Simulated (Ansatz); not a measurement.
**BaTiO3: further runs on the relaxed cell**

One table from this session's results is given with a row withheld; the runs are named, their logs left out.

Program: Ansatz 0.2.0. Level of theory: DFT r2SCAN, scalar-relativistic, plane waves, PAW. These are calculated values, not measurements.

1 further run of the same task is left out (set aside as unsound or not needed).

### The system as given

Symmetry: R3m, No. 160, trigonal system. Conventional cell: a = 5.680 Å, b = 5.680 Å, c = 6.994 Å, α = 90.00°, β = 90.00°, γ = 120.00°. Ba (site symmetry 3m) is surrounded by 12 O at 2.78 to 2.93 Å. Ti (site symmetry 3m) is surrounded by 6 O at 1.87 to 2.16 Å. O (site symmetry m) is surrounded by 2 Ti at 1.87 to 2.16 Å.

Coordinates:

```cif
data_structure
_symmetry_space_group_name_H-M 'R3m:H'
_symmetry_Int_Tables_number 160
_cell_length_a 5.6801
_cell_length_b 5.6801
_cell_length_c 6.9941
_cell_angle_alpha 90.000
_cell_angle_beta 90.000
_cell_angle_gamma 120.000
_cell_volume 195.42
loop_
_atom_site_label
_atom_site_type_symbol
_atom_site_symmetry_multiplicity
_atom_site_Wyckoff_symbol
_atom_site_fract_x
_atom_site_fract_y
_atom_site_fract_z
_atom_site_occupancy
Ba1 Ba 3 a 0.33333 0.66667 0.66347 1
Ti1 Ti 3 a 0.33333 0.66667 0.15001 1
O1 O 9 b 0.49680 0.99360 0.01302 1
```

This cell was relaxed beforehand with the same method: volume 13.03 Å³/atom, gap on the mesh 2.87 eV.

The first run:

File input.yaml:

```yaml
crystal:
  lattice:
    - [2.8113783784, 1.6231500635, 2.3078161205]
    - [-2.8113783784, 1.6231500635, 2.3078161205]
    - [0.0, -3.2463001271, 2.3078161205]
  atoms:
    - { symbol: Ba, position: [-0.0031985012, -0.0031985012, -0.0031985012] }
    - { symbol: Ti, position: [0.4833434637, 0.4833434637, 0.4833434637] }
    - { symbol: O, position: [0.5098165604, 0.5098165604, 0.0194219166] }
    - { symbol: O, position: [0.0194219166, 0.5098165604, 0.5098165604] }
    - { symbol: O, position: [0.5098165604, 0.0194219166, 0.5098165604] }
basis:
  ecutwfc: 500
kpoints:
  mp_grid: { grid: [6, 6, 6] }
hamiltonian:
  xc: r2scan
scf:
  occupations: { method: gaussian, width: 0.02 }
output:
  forces: true
  stress: true
  eigenvalues: true
  write_density: true
  write_potential: true
  elf: true
  volumetric_format: npy
relax:
  adjacent_minimum: "off"
  f_tol: 0.01
  max_steps: 30
  cell: { stress_tol: 0.1, fix: [volume] }
```

On the command line:

```console
$ ansatz run input.yaml --threads 1 --pin off --max-ram 2560MiB --backend cpu --events-out ev --progress --plain --runs-dir out
```

Steps of the session up to this table: The cell scaled to 0.97 of its volume; Point at V/V0 = 1.03; Volume × 0.94; Point at V/V0 = 1.06; Volume × 0.91; The cell scaled to 1.10 of its volume; The cell scaled to 0.88 of its volume.

One of the session's tables, all rows but one given; the rest of the session is left out.

It belongs to the step «Equation of state». 

```
volume (Å³/atom)  energy above the lowest point (meV/atom)  pressure (GPa)  gap on the mesh (eV)
          11.465                                      96.4           24.17                  2.40
          11.856                                      48.6           15.32                  2.35
          12.247                                      19.7            8.79                  2.48
          12.637                                         ?               ?                     ?
          13.028                                       0.0            0.00                  2.87
          13.419                                       3.9           -3.05                  3.05
          13.810                                      14.4           -5.46                  3.20
          14.331                                      36.2           -7.84                  3.36
```

Q: Estimate the row for volume (Å³/atom) = 12.637 from the others.

Worked estimate for «energy above the lowest point (meV/atom)». A straight line through the neighbours (12.247, 19.7) and (13.028, 0.0) gives 19.7 + (0.0 − 19.7) × (12.637 − 12.247) / (13.028 − 12.247) = 9.9; a parabola fitted to 4 rows on both sides gives 4.4.

**Answer.** energy above the lowest point (meV/atom): 4.5; pressure (GPa): 3.87; gap on the mesh (eV): 2.68. In «energy above the lowest point (meV/atom)» the line misses by +5.4 and the parabola by -0.1.
